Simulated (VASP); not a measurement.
# MgH2 (P4_2/mnm) in VASP: single point with PBE

Aim: the single point of MgH2 with PBE.

All numbers are computed with VASP 6.6.1; they aren't measurements. Logs are shortened: lines on timing, memory, paths and dates and some standing lists are left out, and cuts for length are marked.

## 1. The structure

Symmetry: P4_2/mnm, No. 136, tetragonal system. The conventional cell has a = 4.477 Å, b = 4.477 Å, c = 2.993 Å, α = 90.00°, β = 90.00°, γ = 90.00°. Mg (site symmetry mmm) is surrounded by 6 H at 1.93 to 1.94 Å. H (site symmetry m2m) is surrounded by 3 Mg at 1.93 to 1.94 Å.

The cell is a database's computed one.

## 2. Single point, PBE

The input, INCAR:

```
PREC     = Accurate       # precision mode
ENCUT    = 520            # plane-wave cutoff, eV
EDIFF    = 1E-6           # SCF threshold, eV
ISMEAR   = 0              # smearing method
SIGMA    = 0.1            # smearing width, eV
LREAL    = False          # projectors in reciprocal space
LASPH    = True           # aspherical terms in the spheres
NELM     = 100            # most SCF steps
ALGO     = Normal         # electronic algorithm
ISIF     = 2              # what is computed and relaxed
LWAVE    = False          # write WAVECAR
LCHARG   = False          # write CHGCAR
GGA      = PE             # functional
NBANDS   = 13             # bands
```

The input, KPOINTS:

```
regular mesh
0
Gamma
  4 4 6
```

The input, POSCAR:

```
MgH2
1.0
    4.4766940000      0.0000000000      0.0000000000
    0.0000000000      4.4766940000      0.0000000000
    0.0000000000      0.0000000000      2.9925370000
Mg H
2 4
Direct
    0.5000000000      0.5000000000      0.5000000000
    0.0000000000      0.0000000000      0.0000000000
    0.6955720000      0.6955720000      0.0000000000
    0.8044280000      0.1955720000      0.5000000000
    0.3044280000      0.3044280000      0.0000000000
    0.1955720000      0.8044280000      0.5000000000
```

Potentials or basis: VASP PAW PBE potentials, release 64 (Mg, H).

The run is started by

```console
cat potpaw_PBE.64/Mg/POTCAR potpaw_PBE.64/H/POTCAR > POTCAR
mpirun -np 1 vasp_std > vasp.out
```

OUTCAR:

```text
PREC = Accurate
   ENCUT = 520
   EDIFF = 1E-6
   ISMEAR = 0
   LREAL = False
   LASPH = True
   NELM = 100
   ISIF = 2
   GGA = PE

 ion  position               nearest neighbor table
   1  0.500  0.500  0.500-   4 1.93   6 1.93   5 1.94   3 1.94   3 1.94   5 1.94   2 3.50   2 3.50
                             2 3.50   2 3.50   2 3.50   2 3.50   2 3.50   2 3.50
   2  0.000  0.000  0.000-   3 1.93   5 1.93   4 1.94   6 1.94   4 1.94   6 1.94   1 3.50   1 3.50
                             1 3.50   1 3.50   1 3.50   1 3.50   1 3.50   1 3.50
   3  0.696  0.696  0.000-   2 1.93   1 1.94   1 1.94
   4  0.804  0.196  0.500-   1 1.93   2 1.94   2 1.94
   5  0.304  0.304  0.000-   2 1.93   1 1.94   1 1.94
   6  0.196  0.804  0.500-   1 1.93   2 1.94   2 1.94

  LATTYP: Found a simple tetragonal cell.
 ALAT       =     4.4766940000
 C/A-ratio  =     0.6684703042

  Lattice vectors:

 A1 = (   4.4766940000,   0.0000000000,   0.0000000000)
 A2 = (   0.0000000000,   4.4766940000,   0.0000000000)
 A3 = (   0.0000000000,   0.0000000000,   2.9925370000)

Analysis of symmetry for initial positions (statically):
=====================================================================
 Subroutine PRICEL returns:
 Original cell was already a primitive cell.

 Routine SETGRP: Setting up the symmetry group for a
 simple tetragonal supercell.

 Subroutine GETGRP returns: Found 16 space group operations
 (whereof  8 operations were pure point group operations)
 out of a pool of 16 trial point group operations.

The static configuration has the point symmetry D_2h.
 The point group associated with its full space group is D_4h.

Analysis of symmetry for dynamics (positions and initial velocities):
=====================================================================
 Subroutine PRICEL returns:
 Original cell was already a primitive cell.

 Routine SETGRP: Setting up the symmetry group for a
 simple tetragonal supercell.

 Subroutine GETGRP returns: Found 16 space group operations
 (whereof  8 operations were pure point group operations)
 out of a pool of 16 trial point group operations.

The dynamic configuration has the point symmetry D_2h.
 The point group associated with its full space group is D_4h.

 Subroutine INISYM returns: Found 16 space group operations
 (whereof  8 operations are pure point group operations),
 and found     1 'primitive' translations

----------------------------------------------------------------------------------------

                                     Primitive cell

  volume of cell :      59.9728

  direct lattice vectors                    reciprocal lattice vectors
     4.476694000  0.000000000  0.000000000     0.223379128  0.000000000  0.000000000
     0.000000000  4.476694000  0.000000000     0.000000000  0.223379128  0.000000000
     0.000000000  0.000000000  2.992537000     0.000000000  0.000000000  0.334164624

  length of vectors
     4.476694000  4.476694000  2.992537000     0.223379128  0.223379128  0.334164624

  position of ions in fractional coordinates (direct lattice)
     0.500000000  0.500000000  0.500000000
     0.000000000  0.000000000  0.000000000
     0.695572000  0.695572000  0.000000000
     0.804428000  0.195572000  0.500000000
     0.304428000  0.304428000  0.000000000
     0.195572000  0.804428000  0.500000000

  ion indices of the primitive-cell ions
   primitive index   ion index
                 1           1
                 2           2
                 3           3
                 4           4
                 5           5
                 6           6

----------------------------------------------------------------------------------------

 KPOINTS: regular mesh

Automatic generation of k-mesh.
 Grid dimensions read from file:
 generate k-points for:    4    4    6

 Generating k-lattice:

  Cartesian coordinates                     Fractional coordinates (reciprocal lattice)
     0.055844782  0.000000000  0.000000000     0.250000000  0.000000000  0.000000000
     0.000000000  0.055844782  0.000000000     0.000000000  0.250000000  0.000000000
     0.000000000  0.000000000  0.055694104     0.000000000  0.000000000  0.166666667

  Length of vectors
     0.055844782  0.055844782  0.055694104

  Shift w.r.t. Gamma in fractional coordinates (k-lattice)
     0.000000000  0.000000000  0.000000000

 Subroutine IBZKPT returns following result:
 ===========================================

 Found     24 irreducible k-points:

 Following reciprocal coordinates:
            Coordinates               Weight
  0.000000  0.000000  0.000000      1.000000
  0.250000  0.000000  0.000000      4.000000
  0.500000  0.000000  0.000000      2.000000
  0.250000  0.250000  0.000000      4.000000
  0.500000  0.250000  0.000000      4.000000
  0.500000  0.500000  0.000000      1.000000
[... 16 lines left out ...]
  0.500000  0.250000  0.500000      4.000000
  0.500000  0.500000  0.500000      1.000000
   k-points           NKPTS =     24   k-points in BZ     NKDIM =     24   number of bands    NBANDS=     13
   number of dos      NEDOS =    301   number of ions     NIONS =      6
   total plane-waves  NPLWV =  31104
   dimension x,y,z NGX =    36 NGY =   36 NGZ =   24
   dimension x,y,z NGXF=    72 NGYF=   72 NGZF=   48
   ions per type =               2   4
   NGX,Y,Z   is equivalent  to a cutoff of  13.37, 13.37, 13.33 a.u.
   NGXF,Y,Z  is equivalent  to a cutoff of  26.74, 26.74, 26.67 a.u.
 SYSTEM =  unknown system
   PREC   = accura    normal or accurate (medium, high low for compatibility)
   ISTART =      0    job   : 0-new  1-cont  2-samecut
   ICHARG =      2    charge: 1-file 2-atom 10-const
   ISPIN  =      1    spin polarized calculation?
   LNONCOLLINEAR =      F non collinear calculations
   LSORBIT =      F    spin-orbit coupling
   LASPH  =      T    aspherical Exc in radial PAW
   ENCUT  =  520.0 eV  38.22 Ry    6.18 a.u.   8.32  8.32  5.56*2*pi/ulx,y,z
   NELM   =    100;   NELMIN=  2; NELMDL= -5     # of ELM steps
   EDIFF  = 0.1E-05   stopping-criterion for ELM
   LREAL  =      F    real-space projection
   EDIFFG = 0.1E-04   stopping-criterion for IOM
   NSW    =      0    number of steps for IOM
   IBRION =     -1    ionic relax: 0-MD 1-quasi-New 2-CG
   NFREE  =      0    steps in history (QN), initial steepest desc. (CG)
   ISIF   =      2    stress and relaxation
   ISYM   =      2    0-nonsym 1-usesym 2-fastsym
   POTIM  = 0.5000    time-step for ionic-motion
   TEBEG  =    0.0;   TEEND  =   0.0 temperature during run
   PSTRESS=    0.0 pullay stress
   NELECT =       8.0000    total number of electrons
   NUPDOWN=      -1.0000    fix difference up-down
   EMIN   =  10.00;   EMAX   =-10.00  energy-range for DOS
   EFERMI =   0.00;   METHOD = LEGACY
   ISMEAR =     0;   SIGMA  =   0.10  broadening in eV -4-tet -1-fermi 0-gaus
   EFERMI_NEDOS =   21; number of points for ismear=-14 and -15
   IALGO  =     38    algorithm
   IMIX   =      4    mixing-type and parameters
     AMIX     =   0.40;   BMIX     =  1.00
     AMIX_MAG =   1.60;   BMIX_MAG =  1.00
  volume/ion in A,a.u.               =      10.00        67.45
  Fermi-wavevector in a.u.,A,eV,Ry     =   0.836476  1.580710  9.519884  0.699692
  Thomas-Fermi vector in A             =   1.950206
   LORBIT       =      0    0 simple, 1 ext, 2 COOP (PROOUT), +10 PAW based schemes
   GGA     = PE    functional components
   LHFCALC =     F    Hartree Fock is set to
   AEXX    =    0.0000 exact exchange contribution
   IVDW    =     0    specifies the selected vdW correction
   LEPSILON=     F    determine dielectric tensor
   LRPA    =     F    only Hartree local field effects (RPA)
 non-spin polarized calculation
 Gauss-broadening in eV      SIGMA  =   0.10
  energy-cutoff  :      520.00
  volume of cell :       59.97
 maximum number of plane-waves:      1639
 NGX is ok and might be reduce to    36
   NGX = 17   NGY = 17   NGZ = 11

 number of electron       8.0000002 magnetization

 Free energy of the ion-electron system (eV)
  ---------------------------------------------------
  ext. energy  EPLUGINS =         0.00000000
  ---------------------------------------------------
  free energy    TOTEN  =       -17.64840326 eV

  energy without entropy =      -17.64840326  energy(sigma->0) =      -17.64840326

 E-fermi :  -0.1072     XC(G=0):  -8.4769

 val. band max:       -0.5319347997   @ k =   0.2500   0.0000   0.0000
 cond. band min:       3.4179812051   @ k =   0.5000   0.5000   0.5000
 fundamental gap:      3.9499160048
 Fermi energy:        -0.1072172624

 k-point     1 :       0.0000    0.0000    0.0000
  band No.  band energies     occupation
      1      -7.0429      2.00000
      2      -1.9759      2.00000
      3      -1.9759      2.00000
      4      -0.9370      2.00000
      5       4.2155      0.00000
      6       4.6121      0.00000
      7       8.7772      0.00000
      8       8.7772      0.00000
      9      10.5861      0.00000
     10      10.9141      0.00000
     11      11.8569      0.00000
     12      14.7661      0.00000
     13      14.7661      0.00000

 k-point     2 :       0.2500    0.0000    0.0000
  band No.  band energies     occupation
      1      -6.6236      2.00000
      2      -3.5451      2.00000
      3      -1.7007      2.00000
      4      -0.5319      2.00000
      5       4.2623      0.00000
      6       5.9982      0.00000
      7       6.7294      0.00000
      8       9.7184      0.00000
      9      11.3035      0.00000
     10      12.6978      0.00000
     11      13.0466      0.00000
     12      13.3637      0.00000
     13      14.3054      0.00000

 k-point     3 :       0.5000    0.0000    0.0000
  band No.  band energies     occupation
      1      -5.4021      2.00000
      2      -5.4021      2.00000
      3      -1.0170      2.00000
      4      -1.0170      2.00000
      5       4.8834      0.00000
      6       4.8834      0.00000
      7       9.6771      0.00000
      8       9.6771      0.00000
      9      11.4201      0.00000
     10      11.4201      0.00000
     11      12.4599      0.00000
     12      12.4599      0.00000
     13      15.6943      0.00000
[... 305 lines left out ...]
 k-point    23 :       0.5000    0.2500    0.5000
  band No.  band energies     occupation
      1      -2.6348      2.00000
      2      -2.6348      2.00000
      3      -1.5223      2.00000
      4      -1.5223      2.00000
      5       3.7833      0.00000
      6       3.7833      0.00000
      7       4.9056      0.00000
      8       4.9056      0.00000
      9      10.2068      0.00000
     10      10.2068      0.00000
     11      12.4600      0.00000
     12      12.4600      0.00000
     13      14.6900      0.00000

 k-point    24 :       0.5000    0.5000    0.5000
  band No.  band energies     occupation
      1      -2.4125      2.00000
      2      -2.4125      2.00000
      3      -1.4708      2.00000
      4      -1.4708      2.00000
      5       3.4180      0.00000
      6       3.4180      0.00000
      7       3.6772      0.00000
      8       3.6772      0.00000
      9      12.7011      0.00000
     10      12.7011      0.00000
     11      13.9268      0.00000
     12      13.9268      0.00000
     13      15.9142      0.00000

------------------------ aborting loop because EDIFF is reached ----------------------------------------

  FORCE on cell =-STRESS in cart. coord.  units (eV):
  Direction    XX          YY          ZZ          XY          YZ          ZX
  --------------------------------------------------------------------------------------
  -------------------------------------------------------------------------------------
  Total        0.3551104      0.3551104      0.4305378     -0.0000000      0.0000000      0.0000000
  in kB        9.4867983      9.4867983     11.5018453     -0.0000000      0.0000000      0.0000000
  external PRESSURE =      10.1584806 kB  Pullay stress =       0.0000000 kB

 VOLUME and BASIS-vectors are now :
 -----------------------------------------------------------------------------
  energy-cutoff  :      520.00
  volume of cell :       59.97
      direct lattice vectors                 reciprocal lattice vectors
     4.476694000  0.000000000  0.000000000     0.223379128  0.000000000  0.000000000
     0.000000000  4.476694000  0.000000000     0.000000000  0.223379128  0.000000000
     0.000000000  0.000000000  2.992537000     0.000000000  0.000000000  0.334164624

 POSITION                                       TOTAL-FORCE (eV/Angst)
 -----------------------------------------------------------------------------------
      2.23835      2.23835      1.49627         0.000000      0.000000      0.000000
      0.00000      0.00000      0.00000         0.000000      0.000000      0.000000
      3.11386      3.11386      0.00000         0.005080      0.005080      0.000000
      3.60118      0.87552      1.49627        -0.005080      0.005080      0.000000
      1.36283      1.36283      0.00000        -0.005080     -0.005080     -0.000000
      0.87552      3.60118      1.49627         0.005080     -0.005080      0.000000
 -----------------------------------------------------------------------------------
    total drift:                                0.000000     -0.000000     -0.000000

  FREE ENERGIE OF THE ION-ELECTRON SYSTEM (eV)
  ---------------------------------------------------
  free  energy   TOTEN  =       -17.6484032552 eV

  energy  without entropy=      -17.6484032552  energy(sigma->0) =      -17.64840326
```

Run time: 16 s. Hardware: 1 thread of Intel Xeon Platinum 8488C (Sapphire Rapids), shared host; peak memory 0.17 GiB.

What came out:

* Free energy: -17.6484 eV
* Pressure: 1.0 GPa
* Largest force: 0.007 eV/Å
* Band gap on the k mesh: 3.95 eV, indirect (least direct gap 4.78 eV)

Forces in eV/Å, atoms in the order of the input:
```
Mg   0.000  0.000  0.000
Mg   0.000  0.000  0.000
H    0.005  0.005  0.000
H   -0.005  0.005  0.000
H   -0.005 -0.005  0.000
H    0.005 -0.005  0.000
```

Levels at points of the mesh, in eV from the valence-band top:
```csv
k point,band 1,band 2,band 3,band 4,band 5,band 6,band 7,band 8,band 9
"(0.00, 0.00, 0.00)",-6.51,-1.44,-1.44,-0.41,4.75,5.14,9.31,9.31,11.12
"(0.50, 0.00, 0.00)",-4.87,-4.87,-0.49,-0.49,5.42,5.42,10.21,10.21,11.95
"(0.50, 0.50, 0.00)",-3.77,-3.77,-2.76,-2.76,9.20,9.20,9.32,9.32,13.43
"(0.00, 0.00, 0.50)",-3.04,-3.04,-0.05,-0.05,6.47,6.47,6.89,6.89,8.93
"(0.50, 0.00, 0.50)",-2.28,-2.28,-1.07,-1.07,5.25,5.25,6.92,6.92,8.83
"(0.50, 0.50, 0.50)",-1.88,-1.88,-0.94,-0.94,3.95,3.95,4.21,4.21,13.23
```

A k mesh can miss the band edges. Expect the measured gap to be larger: semilocal functionals such as PBE lack the derivative discontinuity.
